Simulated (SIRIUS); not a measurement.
## ZnSe (Stilleite) under changes of volume

One of the cells (22.757 Å³/atom); the others are scaled copies at fixed shape and fractional positions:

```xyz
2
Lattice="0.0000 2.8338 2.8338 2.8338 0.0000 2.8338 2.8338 2.8338 0.0000" Properties=species:S:1:pos:R:3 pbc="T T T"
Se    4.2507    4.2507    4.2507
Zn    0.0000    0.0000    0.0000
```

```yaml
Program: SIRIUS 7.10.0
Functional: PBEsol
Potentials_or_basis: PseudoDojo 0.4.1 PBEsol standard (scalar relativistic)
Cutoff: 1177 eV
Density_cutoff: 4707 eV
k_mesh: 8 × 8 × 8
Occupations: fermi-dirac, width 0.05 eV
Spin: no spin polarisation
```

```csv
volume (Å³/atom),energy over the lowest point (meV/atom),pressure (GPa),gap on the mesh (eV)
21.391,?,?,?
21.846,2.25,1.5,1.33
22.301,0.00,0.1,1.25
22.757,1.56,-1.2,1.17
23.212,6.52,-2.3,1.09
23.667,14.52,-3.3,1.02
24.122,25.22,-4.2,0.95
```

What does the run at 21.391 Å³/atom give?

Energy over the lowest point 8.76 meV/atom; pressure 3.1 GPa; gap on the mesh 1.42 eV.

Worked out: A Birch-Murnaghan fit of order 3 (a polynomial in V^(-2/3)) to the other rows has its minimum at 22.33 Å³/atom with B0 = V·E''(V) = 65 GPa and B' = 4.6. It gives 8.77 meV/atom at 21.391 Å³/atom, against the run's 8.76, and -dE/dV = 3.1 GPa, against 3.1. A straight line through the other rows of the gap, of slope -3.85 eV per unit of ln V, extrapolates to 1.41 eV, against the run's 1.42.

Energies are extrapolated to zero smearing.

A mesh can miss the band edges. Spin-orbit coupling on Se is left out.
